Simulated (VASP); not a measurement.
# TaS2 (P-3m1) in VASP: notebook

One crystal, TaS2, is run at these levels: r2SCAN, r2SCAN+U; tasks: single point.

All numbers are computed with VASP 6.6.1; they aren't measurements. Logs are shortened: lines on timing, memory, paths and dates and some standing lists are left out, and cuts for length are marked.

### Step 1. Starting point

It takes space group P-3m1 (No. 164, trigonal). Conventional cell: a = 3.350 Å, b = 3.350 Å, c = 5.860 Å, α = 90.00°, β = 90.00°, γ = 120.00°. Ta (site symmetry -3m) is surrounded by 6 S at 2.43 Å. Around S (site symmetry 3m) lie 3 Ta at 2.43 Å.

### Step 2. Single point, r2SCAN, collinear spin, ferromagnetic start

Input file INCAR:

```
PREC     = Accurate       # precision mode
ENCUT    = 520            # plane-wave cutoff, eV
EDIFF    = 1E-6           # SCF threshold, eV
ISMEAR   = 0              # smearing method
SIGMA    = 0.05           # smearing width, eV
LREAL    = False          # projectors in reciprocal space
LASPH    = True           # aspherical terms in the spheres
NELM     = 100            # most SCF steps
ALGO     = Normal         # electronic algorithm
ISIF     = 2              # what is computed and relaxed
LWAVE    = False          # write WAVECAR
LCHARG   = False          # write CHGCAR
ISPIN    = 2              # spin polarisation
MAGMOM   = 0.5 0 0        # initial moments
LORBIT   = 11             # projections on sites
NUPDOWN  = 0              # fixed moment
LMAXMIX  = 4              # l up to which the mixer works
METAGGA  = R2SCAN         # meta-GGA
LMIXTAU  = True
```

Input file KPOINTS:

```
Automatic mesh
0
Gamma
  7 7 3
```

Input file POSCAR:

```
TaS2
1.0
    3.3500014000      0.0000000000      0.0000000000
   -1.6750007000      2.9011863100      0.0000000000
    0.0000000000      0.0000000000      5.8599987400
Ta S
1 2
Direct
    0.0000000000      0.0000000000      0.0000000000
    0.3333333333      0.6666666667      0.2500000000
    0.6666666667      0.3333333333      0.7500000000
```

Potentials or basis: VASP PAW PBE potentials, release 64 (Ta_pv, S).

Launch:

```sh
cat potpaw_PBE.64/Ta_pv/POTCAR potpaw_PBE.64/S/POTCAR > POTCAR
mpirun -np 1 vasp_std > vasp.out
```

OUTCAR:

```text
PREC = Accurate
   ENCUT = 520
   EDIFF = 1E-6
   ISMEAR = 0
   LREAL = False
   LASPH = True
   NELM = 100
   ISIF = 2
   ISPIN = 2
   LORBIT = 11
   NUPDOWN = 0
   METAGGA = R2SCAN

 ion  position               nearest neighbor table
   1  0.000  0.000  0.000-   2 2.43   3 2.43   3 2.43   2 2.43   3 2.43   2 2.43
   2  0.333  0.667  0.250-   1 2.43   1 2.43   1 2.43
   3  0.667  0.333  0.750-   1 2.43   1 2.43   1 2.43

  LATTYP: Found a hexagonal cell.
 ALAT       =     3.3500014000
 C/A-ratio  =     1.7492526242

  Lattice vectors:

 A1 = (   3.3500014000,   0.0000000000,   0.0000000000)
 A2 = (  -1.6750007000,   2.9011863100,   0.0000000000)
 A3 = (   0.0000000000,   0.0000000000,   5.8599987400)

Analysis of symmetry for initial positions (statically):
=====================================================================
 Subroutine PRICEL returns:
 Original cell was already a primitive cell.

 Routine SETGRP: Setting up the symmetry group for a
 hexagonal supercell.

 Subroutine GETGRP returns: Found 12 space group operations
 (whereof 12 operations were pure point group operations)
 out of a pool of 24 trial point group operations.

The static configuration has the point symmetry D_3d.

Analysis of symmetry for dynamics (positions and initial velocities):
=====================================================================
 Subroutine PRICEL returns:
 Original cell was already a primitive cell.

 Routine SETGRP: Setting up the symmetry group for a
 hexagonal supercell.

 Subroutine GETGRP returns: Found 12 space group operations
 (whereof 12 operations were pure point group operations)
 out of a pool of 24 trial point group operations.

The dynamic configuration has the point symmetry D_3d.

Analysis of structural, dynamic, and magnetic symmetry:
=====================================================================
 Subroutine PRICEL returns:
 Original cell was already a primitive cell.

 Routine SETGRP: Setting up the symmetry group for a
 hexagonal supercell.

 Subroutine GETGRP returns: Found 12 space group operations
 (whereof 12 operations were pure point group operations)
 out of a pool of 24 trial point group operations.

The overall configuration has the point symmetry D_3d.

 Subroutine INISYM returns: Found 12 space group operations
 (whereof 12 operations are pure point group operations),
[... 147 lines left out ...]
 val. band max:        5.6867234119   @ k =   0.0000   0.0000   0.0000
 cond. band min:       5.7004638394   @ k =   0.0000   0.1429   0.3333
 fundamental gap:      0.0137404275
 Fermi energy:         5.6961805120

 spin component 1

 k-point     1 :       0.0000    0.0000    0.0000
  band No.  band energies     occupation
      1     -30.9903      1.00000
      2     -30.9578      1.00000
      3     -30.9578      1.00000
      4     -10.3291      1.00000
      5      -8.1755      1.00000
      6      -1.7009      1.00000
      7       1.0418      1.00000
      8       1.0418      1.00000
      9       4.0754      1.00000
     10       4.6427      1.00000
     11       4.6427      1.00000
     12       5.6867      0.60546
     13       5.6867      0.60545
     14       5.9940      0.00000
[... 328 lines left out ...]
      1     -31.2088      1.00000
      2     -31.1274      1.00000
      3     -30.9203      1.00000
      4      -8.2333      1.00000
      5      -8.0415      1.00000
      6      -0.7321      1.00000
      7      -0.2620      1.00000
      8       0.4786      1.00000
      9       1.3109      1.00000
     10       1.7460      1.00000
     11       2.1374      1.00000
     12       6.6705      0.00000
     13       7.0302      0.00000
     14       8.1627      0.00000
     15       9.8696      0.00000
 Fermi energy:         5.6961756985

 spin component 2

 k-point     1 :       0.0000    0.0000    0.0000
  band No.  band energies     occupation
      1     -30.9903      1.00000
      2     -30.9578      1.00000
      3     -30.9578      1.00000
      4     -10.3291      1.00000
      5      -8.1755      1.00000
      6      -1.7009      1.00000
      7       1.0418      1.00000
      8       1.0418      1.00000
      9       4.0754      1.00000
     10       4.6427      1.00000
     11       4.6427      1.00000
     12       5.6867      0.60547
     13       5.6867      0.60547
     14       5.9940      0.00000
[... 329 lines left out ...]
      2     -31.1274      1.00000
      3     -30.9203      1.00000
      4      -8.2333      1.00000
      5      -8.0415      1.00000
      6      -0.7321      1.00000
      7      -0.2620      1.00000
      8       0.4786      1.00000
      9       1.3109      1.00000
     10       1.7460      1.00000
     11       2.1374      1.00000
     12       6.6705      0.00000
     13       7.0302      0.00000
     14       8.1627      0.00000
     15       9.8696      0.00000

------------------------ aborting loop because EDIFF is reached ----------------------------------------

  FORCE on cell =-STRESS in cart. coord.  units (eV):
  Direction    XX          YY          ZZ          XY          YZ          ZX
  --------------------------------------------------------------------------------------
  -------------------------------------------------------------------------------------
  Total        2.5299702      2.5299702      3.2689625      0.0000000      0.0000000      0.0000000
  in kB       71.1717850     71.1717847     91.9607262      0.0000000      0.0000000      0.0000000
  external PRESSURE =      78.1014320 kB  Pullay stress =       0.0000000 kB

 VOLUME and BASIS-vectors are now :
 -----------------------------------------------------------------------------
  energy-cutoff  :      520.00
  volume of cell :       56.95
      direct lattice vectors                 reciprocal lattice vectors
     3.350001400  0.000000000  0.000000000     0.298507338  0.172343292  0.000000000
    -1.675000700  2.901186310  0.000000000     0.000000000  0.344686584  0.000000000
     0.000000000  0.000000000  5.859998740     0.000000000  0.000000000  0.170648501

 POSITION                                       TOTAL-FORCE (eV/Angst)
 -----------------------------------------------------------------------------------
      0.00000      0.00000      0.00000         0.000000      0.000000      0.000000
     -0.00000      1.93412      1.46500        -0.000000     -0.000000      0.989628
      1.67500      0.96706      4.39500        -0.000000      0.000000     -0.989628
 -----------------------------------------------------------------------------------
    total drift:                               -0.000000     -0.000000     -0.000000

  FREE ENERGIE OF THE ION-ELECTRON SYSTEM (eV)
  ---------------------------------------------------
  free  energy   TOTEN  =       -68.0132455171 eV

  energy  without entropy=      -68.0107159390  energy(sigma->0) =      -68.01198073

 total charge

# of ion       s       p       d       tot
------------------------------------------
    1        0.326   6.241   2.323   8.889
    2        1.343   2.440   0.000   3.783
    3        1.343   2.440   0.000   3.783
--------------------------------------------------
tot          3.012  11.121   2.323  16.456

 magnetization (x)

# of ion       s       p       d       tot
------------------------------------------
    1        0.000  -0.000   0.000   0.000
    2       -0.000  -0.000   0.000  -0.000
    3       -0.000  -0.000   0.000  -0.000
--------------------------------------------------
tot          0.000  -0.000   0.000  -0.000
```

stdout:

```text
POSCAR found type information on POSCAR TaS
 POSCAR found :  2 types and       3 ions
 scaLAPACK will be used
 -----------------------------------------------------------------------------
|                                                                             |
|                                                                             |
|     You enforced a specific xc type in the INCAR file but a different       |
|     I HOPE YOU KNOW WHAT YOU ARE DOING!                                     |
|                                                                             |
 -----------------------------------------------------------------------------

 LDA part: xc-table for (None), standard interpolation
 POSCAR, INCAR and KPOINTS ok, starting setup
 FFT: planning ... GRIDC
 FFT: planning ... GRID_SOFT
 FFT: planning ... GRID
 WAVECAR not read
 entering main loop
```

Run time: 2.4 min. Hardware: 1 thread of Intel Xeon Platinum 8259CL at 2.50GHz (Skylake/Cascade Lake), shared host; peak memory 0.24 GiB.

Results:

```
Free energy                                           : -68.0132 eV
Pressure                                              : 7.8 GPa
Largest force                                         : 0.990 eV/Å
Net moment                                            : 0.00 μB per cell
Valence electrons inside the program's atomic spheres : Ta 8.89; S 3.78
```

Forces in eV/Å, atoms in the order of the input:
```
Ta   0.000  0.000  0.000
S    0.000  0.000  0.990
S    0.000  0.000 -0.990
```

Caveat: the PAW data sets were made with another functional, which shifts forces and pressure a little; the total moment is fixed, so each spin has its own Fermi level.

### Step 3. Single point, r2SCAN+U

Input file INCAR:

```
SYSTEM = TaS2
PREC = Accurate ; ENCUT = 520
EDIFF = 1E-6 ; ISMEAR = 0
SIGMA = 0.05 ; LREAL = .False.
LASPH = .True. ; NELM = 60
ALGO = Normal ; ISIF = 2
LWAVE = .False. ; LCHARG = .False.
LMAXMIX = 4 ; LDAU = .True.
LDAUTYPE = 2 ; LDAUL = 2 -1
LDAUU = 8 0 ; LDAUJ = 0 0
LDAUPRINT = 1 ; METAGGA = R2SCAN
LMIXTAU = .True.
```

Input file KPOINTS:

```
Automatic mesh
0
Gamma
  7 7 3
  0 0 0
```

POSCAR is that of step 2.

Potentials or basis: VASP PAW PBE potentials, release 64 (Ta_pv, S).

Launch:

```sh
cat potpaw_PBE.64/Ta_pv/POTCAR potpaw_PBE.64/S/POTCAR > POTCAR
mpirun -np 1 vasp_std > vasp.out
```

Wall time 1.7 min (1 thread of Intel Xeon Platinum 8259CL at 2.50GHz (Skylake/Cascade Lake), shared host); peak memory 0.2 GiB.

It converged, with:

| Property | Result |
| --- | --- |
| Free energy | -61.2485 eV |
| Pressure | 17.5 GPa |
| Largest force | 1.804 eV/Å |
| Band gap on the k mesh | none (metal or under the smearing width) |

Forces on the atoms (eV/Å):
```
Ta   0.000  0.000  0.000
S    0.000  0.000  1.804
S    0.000  0.000 -1.804
```

Stress tensor (GPa, compression positive):
```
17.90  0.00  0.00
 0.00 17.90  0.00
 0.00  0.00 16.59
```

Levels at points of the mesh, in eV from the Fermi level:
```csv
k point,band 8,band 9,band 10,band 11,band 12,band 13,band 14,band 15
"(0.00, 0.00, 0.00)",-5.06,-2.36,-1.80,-1.80,0.09,0.09,0.43,3.78
```

Eigenvalues of the final occupation matrices:
| site | spin | trace | eigenvalues |
| --- | --- | --- | --- |
| site 1 d | 1 | 1.01 | 0.15 0.16 0.16 0.27 0.27 |
| site 1 d | 2 | 1.01 | 0.15 0.16 0.16 0.27 0.27 |

Caveat: the PAW data sets were made with another functional, which shifts forces and pressure a little; U without spin polarisation on a metal has little footing. Spin-orbit coupling is left out, which matters for the levels of Ta.

### Step 4. Single point, r2SCAN, collinear spin, ferromagnetic start

Input file INCAR:

```
SYSTEM = TaS2
PREC = Accurate
ENCUT = 520
EDIFF = 1E-6
ISMEAR = 0
SIGMA = 0.05
LREAL = .FALSE.
LASPH = .TRUE.
NELM = 100
ALGO = Normal
ISIF = 2
LWAVE = .FALSE.
LCHARG = .FALSE.
ISPIN = 2
MAGMOM = 0.5 0 0
LORBIT = 11
LMAXMIX = 4
METAGGA = R2SCAN
LMIXTAU = .TRUE.
```

Input file KPOINTS:

```
regular mesh
0
G
  7 7 3
  0 0 0
```

POSCAR is that of step 3.

Launch:

```sh
cat potpaw_PBE.64/Ta_pv/POTCAR potpaw_PBE.64/S/POTCAR > POTCAR
mpirun -np 1 vasp_std > vasp.out
```

Run time: 2.1 min. Hardware: 1 thread of AMD EPYC 9R45 (Zen 5), shared host; peak memory 0.21 GiB.

The run converged. Its results:

* Free energy: -68.0135 eV
* Pressure: 7.9 GPa
* Largest force: 0.998 eV/Å
* Band gap on the k mesh: none (metal or under the smearing width)
* Net moment: 0.10 μB per cell
* Site moments: Ta +0.08; S -0.00 μB
* Valence electrons inside the program's atomic spheres: Ta 8.89; S 3.78

Forces in eV/Å, atoms in the order of the input:
```
Ta   0.000  0.000  0.000
S    0.000  0.000  0.998
S    0.000  0.000 -0.998
```

Stress tensor (GPa, compression positive):
```
7.16 0.00 0.00
0.00 7.16 0.00
0.00 0.00 9.26
```

Levels at points of the mesh, in eV from the Fermi level:
Spin up:
```
           k point  band 8  band 9  band 10  band 11  band 12  band 13  band 14  band 15
(0.00, 0.00, 0.00)   -4.67   -1.62    -1.05    -1.05    -0.09    -0.09     0.26     4.15
```
Spin down:
| k point | band 9 | band 10 | band 11 | band 12 | band 13 | band 14 |
| --- | --- | --- | --- | --- | --- | --- |
| (0.00, 0.00, 0.00) | -1.62 | -1.06 | -1.06 | 0.06 | 0.06 | 0.32 |

Caveat: the PAW data sets were made with another functional, which shifts forces and pressure a little. Spin-orbit coupling is left out, which matters for the levels of Ta.

[end of part 1 of 2]
